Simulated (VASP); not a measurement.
# Ce (Im-3m) in VASP: further runs

The runs below take Ce through single point, with PBE.

Everything below comes from runs of VASP 6.6.1. Logs are shortened: lines on timing, memory, paths and dates and some standing lists are left out, and cuts for length are marked.

### Step 1. The structure

It takes space group Im-3m (No. 229, cubic). Conventional cell: a = 3.887 Å, b = 3.887 Å, c = 3.887 Å, α = 90.00°, β = 90.00°, γ = 90.00°. Ce (site symmetry m-3m) has 8 Ce at 3.37 Å as nearest neighbours.

This isn't the form of Ce at room conditions, which is fcc.

### Step 2. Single point, PBE, collinear spin, ferromagnetic start

The input, INCAR:

```
PREC     = Accurate       # precision mode
ENCUT    = 450            # plane-wave cutoff, eV
EDIFF    = 0.001          # SCF threshold, eV
ISMEAR   = 0              # smearing method
SIGMA    = 0.2            # smearing width, eV
LREAL    = F              # projectors in reciprocal space
LASPH    = T              # aspherical terms in the spheres
NELM     = 100            # most SCF steps
ALGO     = Normal         # electronic algorithm
ISIF     = 2              # what is computed and relaxed
LWAVE    = F              # write WAVECAR
LCHARG   = F              # write CHGCAR
ISPIN    = 2              # spin polarisation
MAGMOM   = 1              # initial moments
LORBIT   = 11             # projections on sites
LMAXMIX  = 6              # l up to which the mixer works
GGA      = PE             # functional
NBANDS   = 16             # bands
ADDGRID  = F
```

The input, KPOINTS:

```
regular mesh
0
Gamma
  9 9 9
```

The input, POSCAR:

```
Ce
1.0
   -1.9824590000      1.9831840000      1.9962140000
    1.9307920000     -1.9490850000      1.9104480000
    1.9370660000      1.9036920000     -1.9621150000
Ce
1
Direct
   -0.0084250000     -0.0182580000     -0.0014360000
```

Potentials or basis: VASP PAW PBE potentials, release 64 (Ce).

Run with:

```bash
cat potpaw_PBE.64/Ce/POTCAR > POTCAR
mpirun -np 1 vasp_std > vasp.out
```

OUTCAR:

```text
PREC = Accurate
   ENCUT = 450
   EDIFF = 0.001
   ISMEAR = 0
   LREAL = F
   LASPH = T
   NELM = 100
   ISIF = 2
   ISPIN = 2
   LORBIT = 11
   GGA = PE

 Found    365 irreducible k-points:

 Following reciprocal coordinates:
            Coordinates               Weight
  0.000000  0.000000  0.000000      1.000000
  0.111111  0.000000 -0.000000      2.000000
  0.222222  0.000000  0.000000      2.000000
  0.333333  0.000000 -0.000000      2.000000
  0.444444  0.000000  0.000000      2.000000
  0.000000  0.111111  0.000000      2.000000
   k-points           NKPTS =    365   k-points in BZ     NKDIM =    365   number of bands    NBANDS=     16
   number of dos      NEDOS =    301   number of ions     NIONS =      1
   total plane-waves  NPLWV =  13824
   dimension x,y,z NGX =    24 NGY =   24 NGZ =   24
   dimension x,y,z NGXF=    48 NGYF=   48 NGZF=   48
   ions per type =               1
   NGX,Y,Z   is equivalent  to a cutoff of  11.59, 11.93, 11.91 a.u.
   NGXF,Y,Z  is equivalent  to a cutoff of  23.18, 23.87, 23.82 a.u.
 SYSTEM =  unknown system
   PREC   = accura    normal or accurate (medium, high low for compatibility)
   ISTART =      0    job   : 0-new  1-cont  2-samecut
   ICHARG =      2    charge: 1-file 2-atom 10-const
   ISPIN  =      2    spin polarized calculation?
   LNONCOLLINEAR =      F non collinear calculations
   LSORBIT =      F    spin-orbit coupling
   LASPH  =      T    aspherical Exc in radial PAW
   ENCUT  =  450.0 eV  33.07 Ry    5.75 a.u.   5.95  5.78  5.80*2*pi/ulx,y,z
   NELM   =    100;   NELMIN=  2; NELMDL= -5     # of ELM steps
   EDIFF  = 0.1E-02   stopping-criterion for ELM
   LREAL  =      F    real-space projection
   EDIFFG = 0.1E-01   stopping-criterion for IOM
   NSW    =      0    number of steps for IOM
   IBRION =     -1    ionic relax: 0-MD 1-quasi-New 2-CG
   NFREE  =      0    steps in history (QN), initial steepest desc. (CG)
   ISIF   =      2    stress and relaxation
   ISYM   =      2    0-nonsym 1-usesym 2-fastsym
   POTIM  = 0.5000    time-step for ionic-motion
   TEBEG  =    0.0;   TEEND  =   0.0 temperature during run
   PSTRESS=    0.0 pullay stress
   NELECT =      12.0000    total number of electrons
   NUPDOWN=      -1.0000    fix difference up-down
   EMIN   =  10.00;   EMAX   =-10.00  energy-range for DOS
   EFERMI =   0.00;   METHOD = LEGACY
   ISMEAR =     0;   SIGMA  =   0.20  broadening in eV -4-tet -1-fermi 0-gaus
   EFERMI_NEDOS =   21; number of points for ismear=-14 and -15
   IALGO  =     38    algorithm
   IMIX   =      4    mixing-type and parameters
     AMIX     =   0.40;   BMIX     =  1.00
     AMIX_MAG =   1.60;   BMIX_MAG =  1.00
  volume/ion in A,a.u.               =      29.35       198.10
  Fermi-wavevector in a.u.,A,eV,Ry     =   1.214998  2.296014 20.085205  1.476221
  Thomas-Fermi vector in A             =   2.350400
   LORBIT       =     11    0 simple, 1 ext, 2 COOP (PROOUT), +10 PAW based schemes
   GGA     = PE    functional components
   LHFCALC =     F    Hartree Fock is set to
   AEXX    =    0.0000 exact exchange contribution
   IVDW    =     0    specifies the selected vdW correction
   LEPSILON=     F    determine dielectric tensor
   LRPA    =     F    only Hartree local field effects (RPA)
 spin polarized calculation
 Gauss-broadening in eV      SIGMA  =   0.20
  energy-cutoff  :      450.00
  volume of cell :       29.35
 maximum number of plane-waves:       652
   NGX = 11   NGY = 11   NGZ = 11

 number of electron      12.0000000 magnetization       0.4252239

 Free energy of the ion-electron system (eV)
  ---------------------------------------------------
  ext. energy  EPLUGINS =         0.00000000
  ---------------------------------------------------
  free energy    TOTEN  =        -5.73571862 eV

  energy without entropy =       -5.63144053  energy(sigma->0) =       -5.68357958

 E-fermi :   8.2283     XC(G=0): -10.7881

 val. band max:        8.2274631238   @ k =  -0.1111   0.4444   0.3333
 cond. band min:       8.2302620231   @ k =   0.3333   0.0000   0.4444
 fundamental gap:      0.0027988993
 Fermi energy:         8.2282873463

 spin component 1

 k-point     1 :       0.0000    0.0000    0.0000
  band No.  band energies     occupation
      1     -26.4838      1.00000
      2      -8.1082      1.00000
      3      -8.0063      1.00000
      4      -7.9850      1.00000
      5       5.1352      1.00000
      6       8.2364      0.47700
      7       8.2451      0.45276
      8       8.2551      0.42487
      9       9.0175      0.00000
     10       9.0326      0.00000
     11       9.0463      0.00000
     12       9.2535      0.00000
     13       9.7109      0.00000
     14       9.8251      0.00000
     15      10.2657      0.00000
     16      12.6668      0.00000

 k-point     2 :       0.1111    0.0000   -0.0000
  band No.  band energies     occupation
      1     -26.4424      1.00000
      2      -8.3560      1.00000
      3      -8.1059      1.00000
      4      -8.0100      1.00000
      5       5.6116      1.00000
      6       8.1506      0.70850
      7       8.2335      0.48544
      8       8.2496      0.44016
      9       8.9204      0.00000
     10       8.9450      0.00000
     11       9.0024      0.00000
     12       9.1458      0.00000
     13       9.6536      0.00000
     14       9.9409      0.00000
     15      10.8201      0.00000
     16      12.3942      0.00000

 k-point     3 :       0.2222    0.0000    0.0000
  band No.  band energies     occupation
      1     -26.3362      1.00000
      2      -9.0256      1.00000
      3      -8.3012      1.00000
      4      -8.0218      1.00000
      5       6.4719      1.00000
      6       8.1226      0.77260
      7       8.1621      0.68002
      8       8.2682      0.38901
      9       8.7791      0.00005
     10       8.8268      0.00001
     11       8.9546      0.00000
     12       9.1265      0.00000
     13       9.2844      0.00000
     14      10.0862      0.00000
     15      12.3104      0.00000
     16      12.3664      0.00000

 k-point     4 :       0.3333    0.0000   -0.0000
  band No.  band energies     occupation
      1     -26.2116      1.00000
      2      -9.7193      1.00000
      3      -8.5031      1.00000
      4      -8.0356      1.00000
      5       6.4737      1.00000
      6       8.0316      0.91783
      7       8.2874      0.33795
      8       8.4668      0.04584
      9       8.7096      0.00033
     10       8.8695      0.00000
     11       8.9217      0.00000
     12       8.9993      0.00000
     13       9.1264      0.00000
     14      10.8102      0.00000
     15      12.8402      0.00000
     16      13.4752      0.00000

 k-point     5 :       0.4444    0.0000    0.0000
  band No.  band energies     occupation
      1     -26.1275      1.00000
      2     -10.1400      1.00000
      3      -8.6287      1.00000
      4      -8.0448      1.00000
      5       6.2107      1.00000
      6       7.9125      0.98721
      7       8.2970      0.31342
      8       8.5128      0.02213
      9       8.6817      0.00067
     10       8.8249      0.00001
     11       8.9255      0.00000
     12       8.9745      0.00000
     13       9.1281      0.00000
     14      12.1926      0.00000
     15      13.0903      0.00000
     16      13.8430      0.00000

 k-point     6 :       0.0000    0.1111    0.0000
  band No.  band energies     occupation
      1     -26.4374      1.00000
      2      -8.2958      1.00000
      3      -8.1584      1.00000
      4      -8.0495      1.00000
      5       5.6298      1.00000
      6       8.1552      0.69726
      7       8.2270      0.50358
      8       8.2531      0.43049
      9       8.8955      0.00000
     10       8.9248      0.00000
     11       8.9957      0.00000
     12       9.1204      0.00000
     13       9.8078      0.00000
     14      10.2087      0.00000
     15      10.5336      0.00000
     16      12.2946      0.00000

 [... further k-points ...]

 spin component 2

 k-point     1 :       0.0000    0.0000    0.0000
  band No.  band energies     occupation
      1     -26.3239      1.00000
      2      -7.9708      1.00000
      3      -7.8641      1.00000
      4      -7.8417      1.00000
      5       5.2777      1.00000
      6       8.4957      0.02934
      7       8.5029      0.02607
      8       8.5145      0.02148
      9       9.1961      0.00000
     10       9.2110      0.00000
     11       9.2229      0.00000
     12       9.4271      0.00000
     13       9.8590      0.00000
     14       9.9711      0.00000
     15      10.4005      0.00000
     16      12.7498      0.00000

 k-point     2 :       0.1111    0.0000   -0.0000
  band No.  band energies     occupation
      1     -26.2824      1.00000
      2      -8.2178      1.00000
      3      -7.9637      1.00000
      4      -7.8679      1.00000
      5       5.7545      1.00000
      6       8.3936      0.12126
      7       8.4810      0.03698
      8       8.5105      0.02299
      9       9.0958      0.00000
     10       9.1176      0.00000
     11       9.1806      0.00000
     12       9.3199      0.00000
     13       9.8113      0.00000
     14      10.0997      0.00000
     15      10.9620      0.00000
     16      12.4892      0.00000

 k-point     3 :       0.2222    0.0000    0.0000
  band No.  band energies     occupation
      1     -26.1757      1.00000
      2      -8.8871      1.00000
      3      -8.1600      1.00000
      4      -7.8801      1.00000
      5       6.6154      1.00000
      6       8.3452      0.20419
      7       8.3799      0.14188
      8       8.5236      0.01839
      9       8.9490      0.00000
     10       9.0006      0.00000
     11       9.1361      0.00000
     12       9.3021      0.00000
     13       9.4775      0.00000
     14      10.2618      0.00000
     15      12.4472      0.00000
     16      12.4822      0.00000

 k-point     4 :       0.3333    0.0000   -0.0000
  band No.  band energies     occupation
      1     -26.0506      1.00000
      2      -9.5814      1.00000
      3      -8.3621      1.00000
      4      -7.8943      1.00000
      5       6.6126      1.00000
      6       8.2060      0.56247
      7       8.5330      0.01558
      8       8.6845      0.00063
      9       8.8795      0.00000
     10       9.0717      0.00000
     11       9.1245      0.00000
     12       9.2296      0.00000
     13       9.3027      0.00000
     14      10.9649      0.00000
     15      12.9552      0.00000
     16      13.5784      0.00000

 k-point     5 :       0.4444    0.0000    0.0000
  band No.  band energies     occupation
      1     -25.9661      1.00000
      2     -10.0024      1.00000
      3      -8.4878      1.00000
      4      -7.9038      1.00000
      5       6.3437      1.00000
      6       8.0616      0.88075
      7       8.5346      0.01515
      8       8.7105      0.00032
      9       8.8518      0.00001
     10       9.0839      0.00000
     11       9.1657      0.00000
     12       9.1864      0.00000
     13       9.3052      0.00000
     14      12.3337      0.00000
     15      13.2077      0.00000
     16      13.9447      0.00000

 k-point     6 :       0.0000    0.1111    0.0000
  band No.  band energies     occupation
      1     -26.2773      1.00000
      2      -8.1528      1.00000
      3      -8.0201      1.00000
      4      -7.9080      1.00000
      5       5.7720      1.00000
      6       8.4032      0.10813
      7       8.4776      0.03896
      8       8.5068      0.02445
      9       9.0677      0.00000
     10       9.1004      0.00000
     11       9.1729      0.00000
     12       9.2944      0.00000
     13       9.9631      0.00000
     14      10.3600      0.00000
     15      10.6867      0.00000
     16      12.3909      0.00000

 [... further k-points ...]

------------------------ aborting loop because EDIFF is reached ----------------------------------------

  FORCE on cell =-STRESS in cart. coord.  units (eV):
  Direction    XX          YY          ZZ          XY          YZ          ZX
  --------------------------------------------------------------------------------------
  -------------------------------------------------------------------------------------
  Total        0.0909689      0.1897012      0.2816382      0.0607546     -0.0491177      0.0720861
  in kB        4.9650622     10.3538522     15.3717559      3.3159736     -2.6808316      3.9344438
  external PRESSURE =      10.2302234 kB  Pullay stress =       0.0000000 kB

 VOLUME and BASIS-vectors are now :
 -----------------------------------------------------------------------------
  energy-cutoff  :      450.00
  volume of cell :       29.35
      direct lattice vectors                 reciprocal lattice vectors
    -1.982459000  1.983184000  1.996214000     0.006384800  0.255123769  0.253830615
     1.930792000 -1.949085000  1.910448000     0.262015728  0.000784005  0.259431410
     1.937066000  1.903692000 -1.962115000     0.261612011  0.260320847  0.001187722

 POSITION                                       TOTAL-FORCE (eV/Angst)
 -----------------------------------------------------------------------------------
      1.86407      1.95394      1.89567         0.000000      0.000000      0.000000
 -----------------------------------------------------------------------------------
    total drift:                                0.000000      0.000001      0.000000

  FREE ENERGIE OF THE ION-ELECTRON SYSTEM (eV)
  ---------------------------------------------------
  free  energy   TOTEN  =        -5.7357186225 eV

  energy  without entropy=       -5.6314405340  energy(sigma->0) =       -5.68357958

 total charge

# of ion       s       p       d       f       tot
--------------------------------------------------
    1        2.079   5.584   1.150   0.994   9.808

 magnetization (x)

# of ion       s       p       d       f       tot
--------------------------------------------------
    1        0.002   0.002   0.055   0.346   0.405
```

Run time: 63 s. Hardware: 1 thread of Intel Xeon 6975P-C (Granite Rapids), shared host; peak memory 0.34 GiB.

The run converged, but some of its settings lie outside the range that counts as converged, so its numbers aren't taken as properties of the crystal.

Results:

| Property | Result |
| --- | --- |
| Free energy | -5.7357 eV |
| Pressure | 1.0 GPa |
| Band gap on the k mesh | none (metal or under the smearing width) |
| Net moment | 0.43 μB per cell |
| Site moments | Ce +0.41 μB |
| Valence electrons inside the program's atomic spheres | Ce 9.81 |

Caveat: the magnetic or orbital state may not be the lowest; spin-orbit coupling is left out, which moves the levels of the heavy elements.

### Step 3. Single point, PBE, collinear spin, ferromagnetic start

This run uses another cell than the first one, of the same volume but with other edges.

Changes to INCAR since step 2:

```diff
@@ -2,3 +2,3 @@
 ENCUT    = 450            # plane-wave cutoff, eV
-EDIFF    = 0.001          # SCF threshold, eV
+EDIFF    = 1E-4           # SCF threshold, eV
 ISMEAR   = 0              # smearing method
```

KPOINTS is that of step 2.

The input, POSCAR:

```
Ce
1.0
   -1.9432985503      1.9432985503      1.9432985503
    1.9432985503     -1.9432985503      1.9432985503
    1.9432985503      1.9432985503     -1.9432985503
Ce
1
Direct
    0.0000000000      0.0000000000      0.0000000000
```

Potentials or basis: VASP PAW PBE potentials, release 64 (Ce).

Run with:

```bash
cat potpaw_PBE.64/Ce/POTCAR > POTCAR
mpirun -np 1 vasp_std > vasp.out
```

Wall time 14 s (1 thread of Intel Xeon 6975P-C (Granite Rapids), shared host); peak memory 0.16 GiB.

The run converged, but some of its settings lie outside the range that counts as converged, so its numbers aren't taken as properties of the crystal.

Results:

```yaml
Free_energy: -5.7400 eV
Pressure: -1.3 GPa
Band_gap_on_the_k_mesh: none (metal or under the smearing width)
Net_moment: 0.83 μB per cell
Site_moments: Ce +0.67 μB
Valence_electrons_inside_the_program's_atomic_spheres: Ce 9.80
```

Caveat: the magnetic or orbital state may not be the lowest; spin-orbit coupling is left out, which moves the levels of the heavy elements.

### Step 4. Single point, PBE, collinear spin, ferromagnetic start

INCAR is that of step 3.

KPOINTS is that of step 3.

The input, POSCAR:

```
Ce
1.0
   -1.9824590000      1.9831840000      1.9962140000
    1.9307920000     -1.9490850000      1.9104480000
    1.9370660000      1.9036920000     -1.9621150000
Ce
1
Direct
   -0.0084250000     -0.0182580000     -0.0014360000
```

Run with:

```bash
cat potpaw_PBE.64/Ce/POTCAR > POTCAR
mpirun -np 1 vasp_std > vasp.out
```

Wall time 94 s (1 thread of Intel Xeon 6975P-C (Granite Rapids), shared host); peak memory 0.34 GiB.

The run converged, but some of its settings lie outside the range that counts as converged, so its numbers aren't taken as properties of the crystal.

What came out:

```yaml
Free_energy: -5.7385 eV
Pressure: -1.0 GPa
Band_gap_on_the_k_mesh: none (metal or under the smearing width)
Net_moment: 0.87 μB per cell
Site_moments: Ce +0.70 μB
Valence_electrons_inside_the_program's_atomic_spheres: Ce 9.81
```

Caveat: the magnetic or orbital state may not be the lowest; spin-orbit coupling is left out, which moves the levels of the heavy elements.

(Continued in part 2 of 2.)
